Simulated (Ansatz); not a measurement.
## Relaxing Zn

All numbers below come from Ansatz 0.2.0, DFT PBE, scalar-relativistic, plane waves, PAW. Cutoff 420 eV, Γ-centred k mesh, Gaussian smearing, no spin polarisation in the final step.

The start puts Zn on the trigonal selenium structure type (P3_121, No. 152), at a guessed volume.

```xyz
3
Lattice="3.6151 0.0000 0.0000 -1.8076 3.1308 0.0000 0.0000 0.0000 4.1015" Properties=species:S:1:pos:R:3 pbc="T T T"
Zn    0.8148    0.0000    1.3672
Zn   -0.4074    0.7057    2.7343
Zn    1.4001    2.4251    0.0000
```

Cell and atoms relax at zero pressure; the relaxation can't lower the symmetry of the start. After a coarse first stage the cell is made exact in the group found at 0.06 Å.

Energies count from the standard state of Zn at the same level.

(1) Which crystal results?

(2) What are its volume, energy, density and gap?

## Answers

(1) It ends in R-3m (No. 166). Conventional cell: a = 4.273 Å, c = 2.947 Å. Around Zn lie 6 Zn at 2.66 Å, 2 Zn at 2.95 Å and 6 Zn at 3.15 Å.

```
Zn
1.0
     2.13673    1.23364    0.98226
    -2.13673    1.23364    0.98226
     0.00000   -2.46728    0.98226
Zn
1
Direct
  0.50000 0.50000 0.50000
```

(2) The volume per atom is 15.54 Å³. The density is 6.99 g/cm³. The energy over the standard structure is 0.08 eV/atom and the gap on the 18×18×18 mesh is 0 eV (a metal).

The final run used a 18×18×18 mesh on its 1-atom cell and 0.10 eV smearing. For metals, differences of a few meV/atom aren't resolved. A structure relaxed within its symmetry needn't be a true minimum.